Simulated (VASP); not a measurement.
# ZnSe (F-43m) in VASP: further runs

Runs on ZnSe. Level: PBE. Tasks: relaxation of cell and atoms.

All numbers are computed with VASP 6.6.1; they aren't measurements. Logs are shortened: lines on timing, memory, paths and dates and some standing lists are left out, and cuts for length are marked.

**1. Starting point**

Symmetry: F-43m, No. 216, cubic system. Conventional cell: a = 5.668 Å, b = 5.668 Å, c = 5.668 Å, α = 90.00°, β = 90.00°, γ = 90.00°. Around Zn (site symmetry -43m) lie 4 Se at 2.45 Å. Se (site symmetry -43m) has 4 Zn at 2.45 Å as nearest neighbours.

**2. Relaxation of cell and atoms, PBE**

The input, INCAR:

```
SYSTEM = ZnSe
PREC     = Accurate       ! precision mode
ENCUT    = 520            ! plane-wave cutoff, eV
EDIFF    = 1E-7           ! SCF threshold, eV
ISMEAR   = 0              ! smearing method
SIGMA    = 0.02           ! smearing width, eV
LREAL    = .FALSE.        ! projectors in reciprocal space
LASPH    = .TRUE.         ! aspherical terms in the spheres
NELM     = 60             ! most SCF steps
ALGO     = Normal         ! electronic algorithm
ISIF     = 3              ! what is computed and relaxed
LWAVE    = .FALSE.        ! write WAVECAR
LCHARG   = .FALSE.        ! write CHGCAR
GGA      = PE             ! functional
IBRION   = 2              ! ionic algorithm
NSW      = 80             ! ionic steps
EDIFFG   = -0.002         ! ionic threshold
```

The input, KPOINTS:

```
regular mesh
0
G
  4 4 4
  0 0 0
```

The input, POSCAR:

```
ZnSe
1.0
    0.0000000000      2.8338000000      2.8338000000
    2.8338000000      0.0000000000      2.8338000000
    2.8338000000      2.8338000000      0.0000000000
Zn Se
1 1
Direct
    0.0000000000      0.0000000000      0.0000000000
    0.2500000000      0.2500000000      0.2500000000
```

Potentials or basis: VASP PAW PBE potentials, release 64 (Zn, Se).

The run is started by

```console
$ cat potpaw_PBE.64/Zn/POTCAR potpaw_PBE.64/Se/POTCAR > POTCAR
$ mpirun -np 1 vasp_std > vasp.out
```

OUTCAR:

```text
SYSTEM = ZnSe
   PREC = Accurate
   ENCUT = 520
   EDIFF = 1E-7
   ISMEAR = 0
   LREAL = .FALSE.
   LASPH = .TRUE.
   NELM = 60
   ISIF = 3
   GGA = PE
   IBRION = 2
   NSW = 80
   EDIFFG = -0.002

 ion  position               nearest neighbor table
   1  0.000  0.000  0.000-   2 2.45   2 2.45   2 2.45   2 2.45
   2  0.250  0.250  0.250-   1 2.45   1 2.45   1 2.45   1 2.45

  LATTYP: Found a face centered cubic cell.
 ALAT       =     5.6676000000

  Lattice vectors:

 A1 = (   0.0000000000,   2.8338000000,   2.8338000000)
 A2 = (   2.8338000000,   0.0000000000,   2.8338000000)
 A3 = (   2.8338000000,   2.8338000000,   0.0000000000)

Analysis of symmetry for initial positions (statically):
=====================================================================
 Subroutine PRICEL returns:
 Original cell was already a primitive cell.

 Routine SETGRP: Setting up the symmetry group for a
 face centered cubic supercell.

 Subroutine GETGRP returns: Found 24 space group operations
 (whereof 24 operations were pure point group operations)
 out of a pool of 48 trial point group operations.

The static configuration has the point symmetry T_d .

Analysis of symmetry for dynamics (positions and initial velocities):
=====================================================================
 Subroutine PRICEL returns:
 Original cell was already a primitive cell.

 Routine SETGRP: Setting up the symmetry group for a
 face centered cubic supercell.

 Subroutine GETGRP returns: Found 24 space group operations
 (whereof 24 operations were pure point group operations)
 out of a pool of 48 trial point group operations.

The dynamic configuration has the point symmetry T_d .

 Subroutine INISYM returns: Found 24 space group operations
 (whereof 24 operations are pure point group operations),
 and found     1 'primitive' translations

----------------------------------------------------------------------------------------

                                     Primitive cell

  volume of cell :      45.5132

  direct lattice vectors                    reciprocal lattice vectors
     0.000000000  2.833800000  2.833800000    -0.176441527  0.176441527  0.176441527
     2.833800000  0.000000000  2.833800000     0.176441527 -0.176441527  0.176441527
     2.833800000  2.833800000  0.000000000     0.176441527  0.176441527 -0.176441527

  length of vectors
     4.007598393  4.007598393  4.007598393     0.305605690  0.305605690  0.305605690

  position of ions in fractional coordinates (direct lattice)
     0.000000000  0.000000000  0.000000000
     0.250000000  0.250000000  0.250000000

  ion indices of the primitive-cell ions
   primitive index   ion index
                 1           1
                 2           2

----------------------------------------------------------------------------------------

 KPOINTS: regular mesh

Automatic generation of k-mesh.
 Grid dimensions read from file:
 generate k-points for:    4    4    4

 Generating k-lattice:

  Cartesian coordinates                     Fractional coordinates (reciprocal lattice)
    -0.044110382  0.044110382  0.044110382     0.250000000  0.000000000  0.000000000
     0.044110382 -0.044110382  0.044110382     0.000000000  0.250000000  0.000000000
     0.044110382  0.044110382 -0.044110382     0.000000000  0.000000000  0.250000000

  Length of vectors
     0.076401422  0.076401422  0.076401422

  Shift w.r.t. Gamma in fractional coordinates (k-lattice)
     0.000000000  0.000000000  0.000000000

 Subroutine IBZKPT returns following result:
 ===========================================

 Found      8 irreducible k-points:

 Following reciprocal coordinates:
            Coordinates               Weight
  0.000000  0.000000  0.000000      1.000000
  0.250000  0.000000  0.000000      8.000000
  0.500000  0.000000  0.000000      4.000000
  0.250000  0.250000  0.000000      6.000000
  0.500000  0.250000  0.000000     24.000000
 -0.250000  0.250000  0.000000     12.000000
  0.500000  0.500000  0.000000      3.000000
 -0.250000  0.500000  0.250000      6.000000
   k-points           NKPTS =      8   k-points in BZ     NKDIM =      8   number of bands    NBANDS=     13
   number of dos      NEDOS =    301   number of ions     NIONS =      2
   total plane-waves  NPLWV =  27000
   dimension x,y,z NGX =    30 NGY =   30 NGZ =   30
   dimension x,y,z NGXF=    60 NGYF=   60 NGZF=   60
   ions per type =               1   1
   NGX,Y,Z   is equivalent  to a cutoff of  12.44, 12.44, 12.44 a.u.
   NGXF,Y,Z  is equivalent  to a cutoff of  24.89, 24.89, 24.89 a.u.
 SYSTEM =  ZnSe
   PREC   = accura    normal or accurate (medium, high low for compatibility)
   ISTART =      0    job   : 0-new  1-cont  2-samecut
   ICHARG =      2    charge: 1-file 2-atom 10-const
   ISPIN  =      1    spin polarized calculation?
   LNONCOLLINEAR =      F non collinear calculations
   LSORBIT =      F    spin-orbit coupling
   LASPH  =      T    aspherical Exc in radial PAW
   ENCUT  =  520.0 eV  38.22 Ry    6.18 a.u.   7.45  7.45  7.45*2*pi/ulx,y,z
   NELM   =     60;   NELMIN=  2; NELMDL= -5     # of ELM steps
   EDIFF  = 0.1E-06   stopping-criterion for ELM
   LREAL  =      F    real-space projection
   EDIFFG = -.2E-02   stopping-criterion for IOM
   NSW    =     80    number of steps for IOM
   IBRION =      2    ionic relax: 0-MD 1-quasi-New 2-CG
   NFREE  =      1    steps in history (QN), initial steepest desc. (CG)
   ISIF   =      3    stress and relaxation
   ISYM   =      2    0-nonsym 1-usesym 2-fastsym
   POTIM  = 0.5000    time-step for ionic-motion
   TEBEG  =    0.0;   TEEND  =   0.0 temperature during run
   PSTRESS=    0.0 pullay stress
   NELECT =      18.0000    total number of electrons
   NUPDOWN=      -1.0000    fix difference up-down
   EMIN   =  10.00;   EMAX   =-10.00  energy-range for DOS
   EFERMI =   0.00;   METHOD = LEGACY
   ISMEAR =     0;   SIGMA  =   0.02  broadening in eV -4-tet -1-fermi 0-gaus
   EFERMI_NEDOS =   21; number of points for ismear=-14 and -15
   IALGO  =     38    algorithm
   IMIX   =      4    mixing-type and parameters
     AMIX     =   0.40;   BMIX     =  1.00
     AMIX_MAG =   1.60;   BMIX_MAG =  1.00
  volume/ion in A,a.u.               =      22.76       153.57
  Fermi-wavevector in a.u.,A,eV,Ry     =   1.201673  2.270834 19.647073  1.444019
  Thomas-Fermi vector in A             =   2.337476
   LORBIT       =      0    0 simple, 1 ext, 2 COOP (PROOUT), +10 PAW based schemes
   GGA     = PE    functional components
   LHFCALC =     F    Hartree Fock is set to
   AEXX    =    0.0000 exact exchange contribution
   IVDW    =     0    specifies the selected vdW correction
   LEPSILON=     F    determine dielectric tensor
   LRPA    =     F    only Hartree local field effects (RPA)
 conjugate gradient relaxation of ions
 non-spin polarized calculation
 Gauss-broadening in eV      SIGMA  =   0.02
  energy-cutoff  :      520.00
  volume of cell :       45.51
 maximum number of plane-waves:      1243
 NGX is ok and might be reduce to    30
   NGX = 15   NGY = 15   NGZ = 15

--------------------------------------- Ionic step        1  -------------------------------------------

 number of electron      18.0000012 magnetization

 Free energy of the ion-electron system (eV)
  ---------------------------------------------------
  ext. energy  EPLUGINS =         0.00000000
  ---------------------------------------------------
  free energy    TOTEN  =        -5.95313158 eV

  energy without entropy =       -5.95313158  energy(sigma->0) =       -5.95313158

------------------------ aborting loop because EDIFF is reached ----------------------------------------

  FORCE on cell =-STRESS in cart. coord.  units (eV):
  Direction    XX          YY          ZZ          XY          YZ          ZX
  --------------------------------------------------------------------------------------
  -------------------------------------------------------------------------------------
  Total        0.7658190      0.7658190      0.7658190      0.0000000      0.0000000      0.0000000
  in kB       26.9587103     26.9587103     26.9587103      0.0000000      0.0000000      0.0000000
  external PRESSURE =      26.9587103 kB  Pullay stress =       0.0000000 kB

 VOLUME and BASIS-vectors are now :
 -----------------------------------------------------------------------------
  energy-cutoff  :      520.00
  volume of cell :       45.51
      direct lattice vectors                 reciprocal lattice vectors
     0.000000000  2.833800000  2.833800000    -0.176441527  0.176441527  0.176441527
     2.833800000  0.000000000  2.833800000     0.176441527 -0.176441527  0.176441527
     2.833800000  2.833800000  0.000000000     0.176441527  0.176441527 -0.176441527
[... 37 lines left out ...]
 POSITION                                       TOTAL-FORCE (eV/Angst)
 -----------------------------------------------------------------------------------
      2.88615      5.77230      2.88615         0.000000     -0.000000      0.000000
      1.44307      1.44307      1.44307        -0.000000      0.000000     -0.000000
 -----------------------------------------------------------------------------------
    total drift:                               -0.000001     -0.000001     -0.000001

  FREE ENERGIE OF THE ION-ELECTRON SYSTEM (eV)
  ---------------------------------------------------
  free  energy   TOTEN  =        -5.9680641638 eV

  energy  without entropy=       -5.9680641638  energy(sigma->0) =       -5.96806416

--------------------------------------- Ionic step        3  -------------------------------------------

 number of electron      18.0000014 magnetization

 Free energy of the ion-electron system (eV)
  ---------------------------------------------------
  ext. energy  EPLUGINS =         0.00000000
  ---------------------------------------------------
  free energy    TOTEN  =        -5.96923581 eV

  energy without entropy =       -5.96923581  energy(sigma->0) =       -5.96923581

 E-fermi :   1.4122     XC(G=0):  -9.1128

 val. band max:        1.2851752847   @ k =   0.0000   0.0000   0.0000
 cond. band min:       2.3915530176   @ k =   0.0000   0.0000   0.0000
 fundamental gap:      1.1063777329
 Fermi energy:         1.4121914003

 k-point     1 :       0.0000    0.0000    0.0000
  band No.  band energies     occupation
      1     -11.7032      2.00000
      2      -5.1442      2.00000
      3      -5.1442      2.00000
      4      -5.1442      2.00000
      5      -4.8151      2.00000
      6      -4.8151      2.00000
      7       1.2852      2.00000
      8       1.2852      2.00000
      9       1.2852      2.00000
     10       2.3916      0.00000
     11       7.0736      0.00000
     12       7.0736      0.00000
     13       7.0736      0.00000

 k-point     2 :       0.2500    0.0000    0.0000
  band No.  band energies     occupation
      1     -11.3702      2.00000
      2      -5.0986      2.00000
      3      -5.0986      2.00000
      4      -5.0757      2.00000
      5      -4.8148      2.00000
      6      -4.8148      2.00000
      7      -1.6657      2.00000
      8       0.8416      2.00000
      9       0.8416      2.00000
     10       3.9039      0.00000
     11       7.6795      0.00000
[... 118 lines left out ...]
 POSITION                                       TOTAL-FORCE (eV/Angst)
 -----------------------------------------------------------------------------------
      0.00000      0.00000      0.00000        -0.000000     -0.000000     -0.000000
      1.43731      1.43731      1.43731         0.000000      0.000000      0.000000
 -----------------------------------------------------------------------------------
    total drift:                               -0.000001     -0.000001     -0.000001

  FREE ENERGIE OF THE ION-ELECTRON SYSTEM (eV)
  ---------------------------------------------------
  free  energy   TOTEN  =        -5.9692358114 eV

  energy  without entropy=       -5.9692358114  energy(sigma->0) =       -5.96923581

 reached required accuracy - stopping structural energy minimisation
```

Run time: 20 s. Hardware: 1 thread of Intel Xeon Platinum 8259CL at 2.50GHz (Skylake/Cascade Lake), shared host; peak memory 0.17 GiB.

What came out:

```
Free energy                            : -5.9692 eV
Relaxed volume                         : 23.75 Å³/atom
Relaxed cell                           : a = 4.065 Å, b = 4.065 Å, c = 4.065 Å, α = 60.00°, β = 60.00°, γ = 60.00°
Space group after relaxing (to 0.05 Å) : F-43m (No. 216)
Energy gained by relaxing              : 8.1 meV/atom
Ionic steps                            : 3
Pressure after relaxing                : 0.0 GPa
Band gap on the k mesh                 : 1.11 eV, direct
```

Step by step:
| step | energy change (eV) | largest force (eV/Å) | pressure (GPa) | volume (Å³) |
| --- | --- | --- | --- | --- |
| 1 | 0.0000 | 0.0000 | 2.70 | 45.51 |
| 2 | -0.0149 | 0.0000 | -0.65 | 48.08 |
| 3 | -0.0161 | 0.0000 | 0.01 | 47.51 |

Final structure:
```cif
data_structure
_symmetry_space_group_name_H-M 'P 1'
_symmetry_Int_Tables_number 1
_cell_length_a 4.0653
_cell_length_b 4.0653
_cell_length_c 4.0653
_cell_angle_alpha 60.000
_cell_angle_beta 60.000
_cell_angle_gamma 60.000
_cell_volume 47.51
loop_
_atom_site_label
_atom_site_type_symbol
_atom_site_fract_x
_atom_site_fract_y
_atom_site_fract_z
_atom_site_occupancy
Zn1 Zn 0.00000 0.00000 0.00000 1
Se1 Se 0.25000 0.25000 0.25000 1
```

Caveat: the k mesh is coarse (spacing up to 0.48 Å⁻¹), so the values aren't converged.

(Part 1 of 2 ends here.)
